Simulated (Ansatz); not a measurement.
A vibration from a frozen displacement in AlN

The calculation used DFT PBE, scalar-relativistic, plane waves, PAW (Ansatz). Settings: plane waves to 420 eV, k-mesh 12×12×6 (Γ-centred), Gaussian smearing 0.05 eV. No spin polarisation. Energies are free energies at this smearing, counted from the undisturbed cell; pressure is positive in compression.

The starting cell (relaxed at this level):

```
Al N
1.0
     3.13024    0.00000    0.00000
    -1.56512    2.71087    0.00000
     0.00000    0.00000    5.01798
Al N
2 2
Direct
  0.33333 0.66667 0.00173
  0.66667 0.33333 0.50173
  0.33333 0.66667 0.38327
  0.66667 0.33333 0.88327
```

Atom 3 (N) is moved by x along the Cartesian unit vector (0.577, 0.577, 0.577); the cell and all other atoms stay fixed. The cell's volume is 42.58 Å³; the moved atoms weigh 14.007 u together and the others 67.970 u.

| x (Å) | ΔE (meV/cell) | total force on the moved atoms along the move (eV/Å) | pressure (GPa) |
| --- | --- | --- | --- |
| -0.2000 | 314.87 | 3.0896 | 2.5880 |
| -0.1500 | 178.67 | 2.3532 | 1.5013 |
| -0.1000 | 80.01 | 1.5890 | 0.7013 |
| -0.0500 | 20.13 | 0.8029 | 0.1996 |
| 0.0000 | 0.00 | 0.0000 | 0.0047 |
| 0.0500 | 20.34 | -0.8155 | 0.1234 |
| 0.1000 | 81.71 | -1.6403 | 0.5600 |
| 0.1500 | 184.47 | -2.4711 | 1.3174 |
| 0.1750 | 251.45 | -2.8880 | 1.8166 |
| 0.2000 | 328.87 | -3.3056 | 2.3961 |

Question: What frequency belongs to this motion?

Answer: The force constant is k = −dF/dx = 16.184 eV/Å², from the parabola through x = -0.0500, 0 and 0.0500. In every cell the moved atoms swing against the rest, so the mass is μ = m₁m₂/(m₁ + m₂) = 11.614 u, and ν̃ = 521.5 cm⁻¹ × √(|k|/μ) = 616 cm⁻¹. The pattern needn't be a normal mode: ν̃² is then a weighted mean of the squared nonzero frequencies at the zone centre of this cell, taken without macroscopic field, so it lies between the lowest and the highest of them.

Question: How far does the harmonic law reach?

Answer: At x = -0.200 Å, kx²/2 = 323.69 meV against the computed 314.87 meV (-2.7 %): the well is still close to harmonic there.

Cost: 10 runs of about 3.3 core-minutes in all, on Arm Neoverse V1 (shared hosts).